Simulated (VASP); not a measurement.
Given:

```
CELL_PARAMETERS angstrom
      0.00000     2.49457     2.49457
      2.49457     0.00000     2.49457
      2.49457     2.49457     0.00000
ATOMIC_POSITIONS crystal
  In 0.00000 0.00000 0.00000
  N  0.25000 0.25000 0.25000
```

Computed with PBEsol GGA, VASP's PBE PAW potentials (set 64) (plane waves; VASP). Numerical set-up: 520 eV cut-off, 14×14×14 Γ-centred mesh, tetrahedra with Blöchl corrections, potentials In_d N.

Unless said otherwise, spin-orbit coupling is left out, though it shifts the bands of the heavy elements here.

Question: Estimate the energy per atom (σ→0), band gap (on the k-mesh) with the smallest direct gap where there is one.

Answer: 
The band gap (on the k-mesh) comes out as none (metal, semimetal or under 0.01 eV) and the energy per atom (σ→0) comes out as -5.779 eV/atom.

Only differences to runs with the same potentials and settings are physical.

The compound is InN in the zinc blende structure, a metastable form; wurtzite is the usual one. It was relaxed first.
